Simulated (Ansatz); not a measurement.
Crystal: Pt.

```
CELL_PARAMETERS angstrom
-1.58422 1.58422 1.58422
1.58422 -1.58422 1.58422
1.58422 1.58422 -1.58422
ATOMIC_POSITIONS crystal
Pt 0.00000 0.00000 0.00000
```

This isn't the form of Pt at room conditions, which is fcc.

| Quantity | Value |
| --- | --- |
| Program | Ansatz 0.2.0 |
| Task | relaxation of cell and atoms |
| Functional | PBEsol |
| Dispersion | D3(BJ) |
| Potentials or basis | Ansatz PAW |
| Cutoff | 420 eV (not typed: the program's choice for these potentials) |
| k mesh | 12 × 12 × 12 |
| Occupations | fermi-dirac, width 0.05 eV |
| Spin | no spin polarisation |

At the start: volume 15.90 Å³/atom.

Q: Where does the relaxation end?

A: It ends after 5 steps and the volume is 14.77 Å³/atom (-7.1 %); space group Im-3m (No. 229, to 0.05 Å).

The path:
```tsv
step	energy change (eV)	largest force (eV/Å)	volume (Å³)
1	0.0000	0.0000	15.90
2	-0.0688	0.0000	14.95
3	-0.0707	0.0000	14.74
4	-0.0708	0.0000	14.77
5	-0.0703	0.0000	14.77
```

Final structure:
```
CELL_PARAMETERS angstrom
-1.54574 1.54574 1.54574
1.54574 -1.54574 1.54574
1.54574 1.54574 -1.54574
ATOMIC_POSITIONS crystal
Pt 0.00000 0.00000 0.00000
```

Caveat: the plane-wave basis is chosen anew once the cell has moved, so the energies of steps on either side of that aren't comparable; pairwise dispersion overbinds metals, which lowers pressure and volume; the PAW data sets come from PBE, with cores solved anew for the run's functional, which leaves a small shift of forces and pressure.
